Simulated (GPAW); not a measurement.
A run of GPAW 26.7.0 is set up as follows.

Contents of run.py:

```python
import numpy as np
import spglib
from ase import Atoms
from ase.dft.bandgap import bandgap
from ase.io import read, write
from ase.units import GPa
from gpaw import GPAW, PW, setup_paths
from gpaw.spinorbit import soc_eigenstates

setup_paths.insert(0, '.')

atoms = read('ZnSe.cif')
cell, positions, numbers = spglib.find_primitive(
    (atoms.cell[:], atoms.get_scaled_positions(), atoms.numbers), symprec=1e-4)
atoms = Atoms(numbers, cell=cell, scaled_positions=positions, pbc=True)

calc = GPAW(mode=PW(600),
            xc='GGA_X_PW91+GGA_C_PW91',
            kpts={'size': (7, 7, 7), 'gamma': True},
            occupations={'name': 'fermi-dirac', 'width': 0.05},
            nbands=18,
            convergence={'density': 1e-05, 'energy': 1e-05},
            maxiter=150,
            txt='gpaw.txt')
atoms.calc = calc
energy = atoms.get_potential_energy()
forces = atoms.get_forces()
stress = atoms.get_stress()
calc.write('gs.gpw')
write('result.traj', atoms)
print(f'Energy: {energy:.6f} eV')
print('Forces (eV/A):')
print(forces.round(4))
print('Stress (GPa):', (stress / GPa).round(3))
print('Fermi level:', round(calc.get_fermi_level(), 4), 'eV')
print(f'Gap: {bandgap(calc)[0]:.4f} eV, direct: {bandgap(calc, direct=True)[0]:.4f} eV')

path = atoms.cell.bandpath('GXWKGLUWLK,UX', npoints=60, eps=1e-4)
bs_calc = calc.fixed_density(kpts=path, symmetry='off', nbands=29,
                             convergence={'bands': 'CBM+6.0', 'eigenstates': 1e-6}, txt='bands.txt')
bs = bs_calc.band_structure()
bs.write('bs.json')
print(f'Gap on the path: {bandgap(bs_calc)[0]:.4f} eV')

soc = soc_eigenstates(bs_calc, theta=54.7, phi=45)
np.savetxt('soc_bands.dat', soc.eigenvalues(), fmt='%.4f')
mesh = soc_eigenstates('gs.gpw', theta=54.7, phi=45)
np.savetxt('soc_mesh.dat', mesh.eigenvalues(), fmt='%.4f')
print('Fermi level with spin-orbit coupling:', round(mesh.fermi_level, 4), 'eV')
```

ZnSe.cif

```cif
data_ZnSe
_cell_length_a 5.66760000
_cell_length_b 5.66760000
_cell_length_c 5.66760000
_cell_angle_alpha 90.00000000
_cell_angle_beta 90.00000000
_cell_angle_gamma 90.00000000
_space_group_name_H-M_alt 'F-43m'
_space_group_name_Hall 'F -4 2 3'
_space_group_IT_number 216
loop_
_space_group_symop_operation_xyz
'x,y,z'
'y,-x,-z'
'-x,-y,z'
'-y,x,-z'
'x,-y,-z'
'y,x,z'
'-x,y,-z'
'-y,-x,z'
'z,x,y'
'-z,y,-x'
'z,-x,-y'
'-z,-y,x'
'-z,x,-y'
'z,y,x'
'-z,-x,y'
'z,-y,-x'
'y,z,x'
'-x,-z,y'
'-y,z,-x'
'x,-z,-y'
'-y,-z,x'
'x,z,y'
'y,-z,-x'
'-x,z,-y'
'x,y+1/2,z+1/2'
'y,-x+1/2,-z+1/2'
'-x,-y+1/2,z+1/2'
'-y,x+1/2,-z+1/2'
'x,-y+1/2,-z+1/2'
'y,x+1/2,z+1/2'
'-x,y+1/2,-z+1/2'
'-y,-x+1/2,z+1/2'
'z,x+1/2,y+1/2'
'-z,y+1/2,-x+1/2'
'z,-x+1/2,-y+1/2'
'-z,-y+1/2,x+1/2'
'-z,x+1/2,-y+1/2'
'z,y+1/2,x+1/2'
'-z,-x+1/2,y+1/2'
'z,-y+1/2,-x+1/2'
'y,z+1/2,x+1/2'
'-x,-z+1/2,y+1/2'
'-y,z+1/2,-x+1/2'
'x,-z+1/2,-y+1/2'
'-y,-z+1/2,x+1/2'
'x,z+1/2,y+1/2'
'y,-z+1/2,-x+1/2'
'-x,z+1/2,-y+1/2'
'x+1/2,y,z+1/2'
'y+1/2,-x,-z+1/2'
'-x+1/2,-y,z+1/2'
'-y+1/2,x,-z+1/2'
'x+1/2,-y,-z+1/2'
'y+1/2,x,z+1/2'
'-x+1/2,y,-z+1/2'
'-y+1/2,-x,z+1/2'
'z+1/2,x,y+1/2'
'-z+1/2,y,-x+1/2'
'z+1/2,-x,-y+1/2'
'-z+1/2,-y,x+1/2'
'-z+1/2,x,-y+1/2'
'z+1/2,y,x+1/2'
'-z+1/2,-x,y+1/2'
'z+1/2,-y,-x+1/2'
'y+1/2,z,x+1/2'
'-x+1/2,-z,y+1/2'
'-y+1/2,z,-x+1/2'
'x+1/2,-z,-y+1/2'
'-y+1/2,-z,x+1/2'
'x+1/2,z,y+1/2'
'y+1/2,-z,-x+1/2'
'-x+1/2,z,-y+1/2'
'x+1/2,y+1/2,z'
'y+1/2,-x+1/2,-z'
'-x+1/2,-y+1/2,z'
'-y+1/2,x+1/2,-z'
'x+1/2,-y+1/2,-z'
'y+1/2,x+1/2,z'
'-x+1/2,y+1/2,-z'
'-y+1/2,-x+1/2,z'
'z+1/2,x+1/2,y'
'-z+1/2,y+1/2,-x'
'z+1/2,-x+1/2,-y'
'-z+1/2,-y+1/2,x'
'-z+1/2,x+1/2,-y'
'z+1/2,y+1/2,x'
'-z+1/2,-x+1/2,y'
'z+1/2,-y+1/2,-x'
'y+1/2,z+1/2,x'
'-x+1/2,-z+1/2,y'
'-y+1/2,z+1/2,-x'
'x+1/2,-z+1/2,-y'
'-y+1/2,-z+1/2,x'
'x+1/2,z+1/2,y'
'y+1/2,-z+1/2,-x'
'-x+1/2,z+1/2,-y'
loop_
_atom_site_label
_atom_site_type_symbol
_atom_site_symmetry_multiplicity
_atom_site_Wyckoff_symbol
_atom_site_fract_x
_atom_site_fract_y
_atom_site_fract_z
_atom_site_occupancy
Se1 Se 4 c 0.2500000000 0.2500000000 0.2500000000 1
Zn1 Zn 4 a 0.0000000000 0.0000000000 0.0000000000 1
```

Potentials or basis: PAW data sets generated in the run's folder for this functional, pw.

Run with:

```bash
$ gpaw-setup -f GGA_X_PW91+GGA_C_PW91 Se Zn
$ OMP_NUM_THREADS=1 python run.py
```

Task: Predict the pressure.

Result: 1.8 GPa.

Task: Estimate the band gap on the k mesh.

Result: 1.12 eV, direct.

Task: Estimate the band gap along the path.

Result: 1.12 eV, direct.

Levels at the corners of the path, in eV from the valence-band top:
```tsv
point	band 14	band 15	band 16	band 17	band 18	band 19	band 20	band 21	band 22	band 23
Γ	-0.40	0.00	0.00	0.00	0.00	1.12	1.12	5.58	5.58	5.73
X	-4.88	-2.40	-2.40	-2.22	-2.22	2.85	2.85	3.32	3.32	10.53
W	-4.75	-3.01	-2.82	-2.77	-2.75	5.23	5.34	5.43	5.49	6.79
K	-4.79	-3.28	-3.16	-1.91	-1.91	3.45	3.45	5.40	5.51	8.89
Γ	-0.40	0.00	0.00	0.00	0.00	1.12	1.12	5.58	5.58	5.73
L	-5.35	-1.12	-1.12	-0.88	-0.88	2.39	2.39	6.23	6.23	6.29
U	-4.79	-3.28	-3.16	-1.91	-1.91	3.45	3.45	5.40	5.51	8.89
W	-4.75	-3.01	-2.82	-2.77	-2.75	5.23	5.34	5.43	5.49	6.79
L	-5.35	-1.12	-1.12	-0.88	-0.88	2.39	2.39	6.23	6.23	6.29
K	-4.79	-3.28	-3.16	-1.91	-1.91	3.45	3.45	5.40	5.51	8.89
U	-4.79	-3.28	-3.16	-1.91	-1.91	3.45	3.45	5.40	5.51	8.89
X	-4.88	-2.40	-2.40	-2.22	-2.22	2.85	2.85	3.32	3.32	10.53
```

Caveat: spin-orbit coupling was added after a scalar SCF, so levels and gaps hold it while energy, forces, pressure and moments don't; this program's spin-orbit splittings come out too wide for heavy elements.

**What was measured.**

“Alloy Disordering Effects on the Thermal Conductivity and Energy Gap Temperature Dependence of Cd1−xZnxSe Ternary Crystals Grown by the Bridgman Method”, 2023, pmc:10253836 reports, for a bulk crystal of ZnSe at 300 K: band gap 2.695 ± 0.003 eV (an exciton energy, a little under the gap).

Against the measured gap of ZnSe, 2.695 eV (an exciton energy, a little under the gap; 300 K; “Alloy Disordering Effects on the Thermal Conductivity and Energy Gap Temperature Dependence of Cd1−xZnxSe Ternary Crystals Grown by the Bridgman Method”, 2023, pmc:10253836), the calculated 1.12 eV is off by -1.57 eV. So large a miss can be the level of theory's own, or it may mean another phase, state or a wrong row. The value is that of PW91, without temperature or zero-point motion. Semilocal functionals fall short of measured gaps as a rule.
